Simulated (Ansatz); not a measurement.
# SiC: the cost of one run

Program: Ansatz 0.2.0. Level of theory: DFT PBE, scalar-relativistic, plane waves, PAW. These are calculated values, not measurements.

2 further runs of the same task are left out: 2 set aside as unsound or not needed.

### 1 The starting structure

The structure is hexagonal, space group P6_3mc (No. 186). Conventional cell: a = 3.092 Å, b = 3.092 Å, c = 5.074 Å, α = 90.00°, β = 90.00°, γ = 120.00°. Si (site symmetry 3m) has 4 C at 1.89 to 1.91 Å as nearest neighbours. C (site symmetry 3m) is surrounded by 4 Si at 1.89 to 1.91 Å.

Coordinates:

```
CELL_PARAMETERS angstrom
3.09194 0.00000 0.00000
-1.54597 2.67770 0.00000
0.00000 0.00000 5.07429
ATOMIC_POSITIONS crystal
Si 0.00000 0.00000 0.99958
C 0.00000 0.00000 0.37542
Si 0.33333 0.66667 0.49958
C 0.33333 0.66667 0.87542
```

The cell was made up by rule, so the compound may not exist in this form.

This cell was relaxed beforehand with the same method: volume 10.50 Å³/atom, gap on the mesh 2.31 eV.

### 2 The stacking ABCBCAB (hkhhkkh)

Close-packed layers are stacked in the order given (tetrahedral net, a letter for each double layer) and fully relaxed; h and k in a name mark layers with hexagonal and cubic surroundings. Energies count from the base stacking, -443.5773 eV an atom.

The cell holds 7 Si, 7 C: a = 3.092 Å, b = 3.092 Å, c = 17.760 Å, α = 90.00°, β = 90.00°, γ = 120.00°.

### 3 Relaxation

File input.yaml:

```yaml
crystal:
  lattice:
    - [3.0919380094, 0.0, 0.0]
    - [-1.5459690047, 2.677696863, 0.0]
    - [0.0, 0.0, 17.7600157161]
  atoms:
    - { symbol: Si, position: [0.0, 0.0, 0.0] }
    - { symbol: C, position: [0.0, 0.0, 0.1071428571] }
    - { symbol: Si, position: [0.3333333333, 0.6666666667, 0.1428571429] }
    - { symbol: C, position: [0.3333333333, 0.6666666667, 0.25] }
    - { symbol: Si, position: [0.6666666667, 0.3333333333, 0.2857142857] }
    - { symbol: C, position: [0.6666666667, 0.3333333333, 0.3928571429] }
    - { symbol: Si, position: [0.3333333333, 0.6666666667, 0.4285714286] }
    - { symbol: C, position: [0.3333333333, 0.6666666667, 0.5357142857] }
    - { symbol: Si, position: [0.6666666667, 0.3333333333, 0.5714285714] }
    - { symbol: C, position: [0.6666666667, 0.3333333333, 0.6785714286] }
    - { symbol: Si, position: [0.0, 0.0, 0.7142857143] }
    - { symbol: C, position: [0.0, 0.0, 0.8214285714] }
    - { symbol: Si, position: [0.3333333333, 0.6666666667, 0.8571428571] }
    - { symbol: C, position: [0.3333333333, 0.6666666667, 0.9642857143] }
basis:
  ecutwfc: 420
kpoints:
  mp_grid: { grid: [12, 12, 2] }
hamiltonian:
  xc: pbe
scf:
  occupations: { method: gaussian, width: 0.02 }
output:
  forces: true
  stress: true
  eigenvalues: true
  populations: true
relax:
  adjacent_minimum: "off"
  f_tol: 0.01
  max_steps: 45
  cell: { stress_tol: 0.05 }
```

Command:

```bash
ansatz run input.yaml --threads 1 --pin off --max-ram 2560MiB --backend cpu --events-out ev --progress --plain --runs-dir out
```

**Question.** How long does this run take on 1 thread of Arm Neoverse V2, shared host, and how much memory does it need?

About 1.7 min, with a peak of 0.47 GiB.
